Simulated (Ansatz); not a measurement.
# Thickness series of a NiSi2/AlP/CoSi2 junction, part 6 of 6

Wanted: T(E), the conductance and its decay constant for NiSi2/AlP/CoSi2. The lower electrode is NiSi2 fluorite(111) turned by 180 degrees (type B), the upper one CoSi2 fluorite(111) turned by 180 degrees (type B); the barrier is AlP zinc blende(111) (whole bilayers). In the first transport cell, after relaxation, the nearest pair of electrode and barrier is Si–P at 2.30 Å, along the normal, at the lower face and Si–Al at 2.54 Å, along the normal, at the upper one. All share a net of side 3.896 Å, which strains the lower electrode by +1.5 %, the upper one by +2.8 % and the barrier by +0.0 %, against typed lattice constants near PBE's. The first steps treat the bulk electrodes alone.

Ansatz 0.2.0; PBE DFT, plane waves, PAW files (the session's first sound run).

So far, transmission at the Fermi level (a spin, zone mean): step 5 (the open system: T(E)) 0.00745; step 6 (conductance, atomic planes in the barrier 4, gap between the electrodes 8.81 Å) 0.0323; step 7 (conductance, 57 atoms) 0.00726; step 8 (conductance on a fine mesh, atomic planes in the barrier 8, gap between the …) 0.00164. Also channels of the lower lead: step 5 1.03; step 7 1.01.

**10. Conductance on a fine mesh, atomic planes in the barrier 14, gap between the electrodes 24.72 Å**

Level of this step: PBE DFT, plane waves, PAW files; ballistic transmission by layer matching between semi-infinite leads (Ansatz).

System of this step: NiSi2/AlP/CoSi2. The cell holds 65 atoms: 34 Si, 8 Ni, 7 P, 7 Al and 9 Co. Cell: a = 3.896 Å, b = 3.896 Å, c = 88.760 Å, α = 90.0°, β = 90.0°, γ = 120.0°. Regions: left electrode, 25 atoms (17 Si and 8 Ni); barrier, 14 atoms (7 P and 7 Al); right electrode, 26 atoms (17 Si and 9 Co). Vacuum lies along c.

Barrier layers are added or taken out in the middle, and the relaxed faces stay.

input.yaml

```yaml
crystal:
  lattice:
    - [3.896, 0.0, 0.0]
    - [-1.948, 3.3740349731, 0.0]
    - [0.0, 0.0, 88.7600116116]
  atoms:
    - { symbol: Si, position: [0.0, 0.0, 0.078864343] }
    - { symbol: Si, position: [0.33333333, 0.66666667, 0.0966972503] }
    - { symbol: Ni, position: [0.0, 0.0, 0.1054031645] }
    - { symbol: Si, position: [0.66666667, 0.33333333, 0.1141090787] }
    - { symbol: Si, position: [0.0, 0.0, 0.131941986] }
    - { symbol: Ni, position: [0.66666667, 0.33333333, 0.1406479003] }
    - { symbol: Si, position: [0.33333333, 0.66666667, 0.1493538145] }
    - { symbol: Si, position: [0.66666667, 0.33333333, 0.1671867218] }
    - { symbol: Ni, position: [0.33333333, 0.66666667, 0.175892636] }
    - { symbol: Si, position: [0.0, 0.0, 0.1845985502] }
    - { symbol: Si, position: [0.33333333, 0.66666667, 0.2024314575] }
    - { symbol: Ni, position: [0.0, 0.0, 0.2111373717] }
    - { symbol: Si, position: [0.66666667, 0.33333333, 0.2198432859] }
    - { symbol: Si, position: [0.0, 0.0, 0.2376761933] }
    - { symbol: Ni, position: [0.66666667, 0.33333333, 0.2463821075] }
    - { symbol: Si, position: [0.33333333, 0.66666667, 0.2550880217] }
    - { symbol: Si, position: [0.66666667, 0.33333333, 0.272920929] }
    - { symbol: Ni, position: [0.33333333, 0.66666667, 0.2816268432] }
    - { symbol: Si, position: [0.0, 0.0, 0.2903327574] }
    - { symbol: Si, position: [0.33333333, 0.66666667, 0.3081656647] }
    - { symbol: Ni, position: [0.0, 0.0, 0.3168715789] }
    - { symbol: Si, position: [0.66666667, 0.33333333, 0.3255774931] }
    - { symbol: Si, position: [0.0, 0.0, 0.3434104005] }
    - { symbol: Ni, position: [0.66666667, 0.33333333, 0.3521163147] }
    - { symbol: Si, position: [0.33333333, 0.66666667, 0.361828743] }
    - { symbol: P, position: [0.33333333, 0.66666667, 0.3877786691] }
    - { symbol: Al, position: [0.66666667, 0.33333333, 0.3966089928] }
    - { symbol: P, position: [0.66666667, 0.33333333, 0.4234701788] }
    - { symbol: Al, position: [0.0, 0.0, 0.4324008437] }
    - { symbol: P, position: [0.0, 0.0, 0.459328082] }
    - { symbol: Al, position: [0.33333333, 0.66666667, 0.4682587469] }
    - { symbol: P, position: [0.33333333, 0.66666667, 0.4951859852] }
    - { symbol: Al, position: [0.66666667, 0.33333333, 0.5041166501] }
    - { symbol: P, position: [0.66666667, 0.33333333, 0.5310438883] }
    - { symbol: Al, position: [0.0, 0.0, 0.5399745532] }
    - { symbol: P, position: [0.0, 0.0, 0.5669017915] }
    - { symbol: Al, position: [0.33333333, 0.66666667, 0.5758324564] }
    - { symbol: P, position: [0.33333333, 0.66666667, 0.6027596947] }
    - { symbol: Al, position: [0.66666667, 0.33333333, 0.6117595731] }
    - { symbol: Si, position: [0.66666667, 0.33333333, 0.6403725646] }
    - { symbol: Co, position: [0.33333333, 0.66666667, 0.6471053174] }
    - { symbol: Si, position: [0.0, 0.0, 0.6552376416] }
    - { symbol: Si, position: [0.33333333, 0.66666667, 0.6732267856] }
    - { symbol: Co, position: [0.0, 0.0, 0.6813591098] }
    - { symbol: Si, position: [0.66666667, 0.33333333, 0.689491434] }
    - { symbol: Si, position: [0.0, 0.0, 0.707480578] }
    - { symbol: Co, position: [0.66666667, 0.33333333, 0.7156129023] }
    - { symbol: Si, position: [0.33333333, 0.66666667, 0.7237452265] }
    - { symbol: Si, position: [0.66666667, 0.33333333, 0.7417343705] }
    - { symbol: Co, position: [0.33333333, 0.66666667, 0.7498666947] }
    - { symbol: Si, position: [0.0, 0.0, 0.7579990189] }
    - { symbol: Si, position: [0.33333333, 0.66666667, 0.775988163] }
    - { symbol: Co, position: [0.0, 0.0, 0.7841204872] }
    - { symbol: Si, position: [0.66666667, 0.33333333, 0.7922528114] }
    - { symbol: Si, position: [0.0, 0.0, 0.8102419554] }
    - { symbol: Co, position: [0.66666667, 0.33333333, 0.8183742796] }
    - { symbol: Si, position: [0.33333333, 0.66666667, 0.8265066039] }
    - { symbol: Si, position: [0.66666667, 0.33333333, 0.8444957479] }
    - { symbol: Co, position: [0.33333333, 0.66666667, 0.8526280721] }
    - { symbol: Si, position: [0.0, 0.0, 0.8607603963] }
    - { symbol: Si, position: [0.33333333, 0.66666667, 0.8787495403] }
    - { symbol: Co, position: [0.0, 0.0, 0.8868818645] }
    - { symbol: Si, position: [0.66666667, 0.33333333, 0.8950141888] }
    - { symbol: Si, position: [0.0, 0.0, 0.9130033328] }
    - { symbol: Co, position: [0.66666667, 0.33333333, 0.921135657] }
kpoints:
  mp_grid: { grid: [8, 8, 1] }
scf:
  occupations: { method: fermi_dirac, width: 0.1 }
  max_iter: 150
hamiltonian:
  xc: pbe
output:
  transmission:
    kmesh: [24, 24]
    e_range: [-0.26, 0.27]
    de: 0.0375
    leads: [[10, 13], [51, 54]]
```

Command:

```
> ansatz run input.yaml --threads 8 --pin off --max-ram 24576MiB --backend cpu --events-out ev --progress --plain --runs-dir out
```

Numbers of over 12 decimals in the logs are rounded to 6 here.

Log:

```text
[...]
Crystal: 65 atoms, lattice volume = 1166.772 Å³
Basis set: ecut = 420 eV, 23109 PW (Γ)
Bands: 310, of which v1, the nominal top of the filled ones, is band 245 counted from 1 (244 counted from 0)
Symmetry: 6 space group operations
[...]
k-points: 10 of 64 (time reversal used)
[...]
channels       : 1.008681e0 a spin
[...]
slowest decay  : 0.0456 /Å at (0.4167, 0.1667)
[...]
filled         : 11.7 meV over the level at which it is neutral
    channels       : 1.338542e0 a spin
[...]
slowest decay  : 0.0324 /Å at (0.4583, 0.0000)
  junction   : crystal 0 to crystal 1, 20.30 to 68.08 Å
    transmission   : 2.407571e-5 a spin
[...]
resistance     : 6.7539e1 Ω µm² beyond half of each lead's own
[key lines of the parts left out:]
SCF converged after 14 iterations
Free energy (F): -123547.298812 eV
Fermi energy:    8.028919 eV
```

Wall time 5.9 min (8 threads of Arm Neoverse V1, shared host); peak memory 12 GiB.

One spin. The transmission, zone mean by energy, zero at the Fermi level:

```csv
energy (eV),"transmission, zone mean"
-0.260,3.7e-5
-0.223,3.5e-5
-0.185,3.6e-5
-0.147,3.2e-5
-0.110,3.0e-5
-0.072,2.7e-5
-0.035,2.6e-5
0.003,2.4e-5
0.040,2.4e-5
0.077,2.5e-5
0.115,2.6e-5
0.152,2.4e-5
0.190,2.2e-5
0.228,2.1e-5
0.265,2.2e-5
```

G = 1.5e10 S/m² (1/G = 67.5 Ω µm²), 0.25 times the step before of this kind. The largest error estimate is 12 %, from the mesh across the current. In the worse lead the potential repeats within 14 meV, which the program lets pass, though it still puts 7.5 % of error on the junction's conductance through them.

**11. Side by side**

Times are for 8 threads of Arm Neoverse V1, shared host. The runs compared:

```csv
no.,gap between the electrodes (Å),junction conductance (S/m²),resistance-area product beyond the leads (Ω um²),time,memory (GiB)
1,8.81,2.06e13,0.04703,4.9 min,9.4
2,11.99,4.55e12,0.2181,5.1 min,9.8
3,15.18,1.03e12,0.9705,5.6 min,10
4,21.54,5.89e10,16.99,5.8 min,12
5,24.72,1.48e10,67.54,5.9 min,12
```

The runs together. Transmission, zone mean against energy, zero at the Fermi level:

```csv
energy (eV),8.81,11.99,15.18,21.54,24.72
-0.260,0.0335,0.00909,0.00182,1.4e-4,3.7e-5
-0.223,0.0390,0.0100,0.00192,1.4e-4,3.5e-5
-0.185,0.0428,0.0111,0.00216,1.5e-4,3.6e-5
-0.147,0.0367,0.00972,0.00187,1.3e-4,3.2e-5
-0.110,0.0379,0.00931,0.00194,1.2e-4,3.0e-5
-0.072,0.0347,0.00806,0.00178,1.1e-4,2.7e-5
-0.035,0.0376,0.00796,0.00182,1.1e-4,2.6e-5
0.003,0.0323,0.00726,0.00164,9.5e-5,2.4e-5
0.040,0.0334,0.00728,0.00166,9.3e-5,2.4e-5
0.077,0.0335,0.00808,0.00174,9.8e-5,2.5e-5
0.115,0.0376,0.00906,0.00195,1.0e-4,2.6e-5
0.152,0.0366,0.00871,0.00186,9.8e-5,2.4e-5
0.190,0.0328,0.00765,0.00165,8.9e-5,2.2e-5
0.228,0.0313,0.00725,0.00159,8.5e-5,2.1e-5
0.265,0.0311,0.00724,0.00162,8.8e-5,2.2e-5
```

**12. Decay with thickness**

This step: Fit of the logarithm of the conductance against the barrier's thickness, from PBE DFT, plane waves, PAW files (Ansatz 0.2.0).

No new run: the logarithm is fitted against the thickness.

This step gave:

| Property | Result |
| --- | --- |
| decay constant of the conductance | 0.45 Å⁻¹ |
| r.m.s. misfit of ln G | 0.04 |

From the end points alone, β = ln(2.06e+13 / 1.48e+10) / 15.91 Å = 7.24 / 15.91 Å = 0.46 Å⁻¹.

**13. What came out**

```yaml
1_g_at_8p81_a_gap: 0.0485 Ω um²
1_g_at_24p7_a_gap: 67.5 Ω um²
decay_constant_beta: 0.45 Å⁻¹
```

**Reading.** A fit of ln G against d gives β = 0.45 Å⁻¹, and step by step the slopes are 0.47, 0.47, 0.45 and 0.43 Å⁻¹. They agree within a fifth, so G falls as one exponential, by a factor of ten every 5.1 Å. At the Fermi level the layers of the barrier in the wide-window run (6 planes) hold from 0.014 to 0.086 states an eV and atom. A semilocal functional narrows gaps, which tends to make the decay too slow. The program's largest error estimate on these conductances is 16 %, from the mesh across the current. No spin-orbit coupling, phonons, disorder or image charges enter; the interfaces are ordered, one cell wide and lattice-matched by strain. Semilocal gaps are too small, which can bring a band edge of the barrier nearer to the Fermi level than it is.

[Logs are printed without paths, hosts, clocks, repeated set-up lines and the standing remarks that a program may print on its own settings, such as how far it seeks lower states.]

[Hosts, paths, dates, database ids (printed as entryN), source tags and the programs' standing remarks are cut or masked in the printed files.]
